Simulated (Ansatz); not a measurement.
The system is MnH2O2 (Pyrochroite).

```
Mn O H
1.0
     3.25000    0.00000    0.00000
    -1.62500    2.81458    0.00000
     0.00000    0.00000    4.48000
Mn O H
1 2 2
Direct
  0.00000 0.00000 0.00000
  0.66667 0.33333 0.77400
  0.33333 0.66667 0.22600
  0.66667 0.33333 0.55400
  0.33333 0.66667 0.44600
```

Base run:

- Program: Ansatz 0.2.0
- Functional: LDA
- Potentials or basis: Ansatz PAW
- Cutoff: 420 eV (not typed: the program's choice for these potentials)
- k mesh: 9 × 9 × 6
- Occupations: fermi-dirac, width 0.05 eV
- Spin: collinear spin, ferromagnetic start
- Starting moments: [4.0, 0.0, 0.0, 0.0, 0.0] μB

Its results: band gap on the k mesh none (metal or under the smearing width); pressure 1.7 GPa; net moment 5.00 μB per cell; site moments Mn +4.08; O +0.06; H +0.01 μB; largest force 0.610 eV/Å.

**Question.** The run is repeated on the same cell with these changes: functional from LDA to PBEsol; k mesh from 9 × 9 × 6 to 8 × 8 × 5. What comes out?

**Answer.** Band gap on the k mesh 0.13 eV, indirect (least direct gap 0.29 eV); pressure 6.2 GPa; net moment 5.00 μB per cell; site moments Mn +4.10; O +0.05; H +0.01 μB; largest force 0.893 eV/Å.

Several settings changed at once, so the effect can't be laid on one alone.

Caveats: a cell with one magnetic atom can't hold antiferromagnetic order, which such compounds often take; the PAW data sets come from PBE, with cores solved anew for the run's functional, which leaves a small shift of forces and pressure; semilocal functionals often make such compounds metallic where correlation or magnetic order opens a gap, which also shifts bond lengths (some runs).
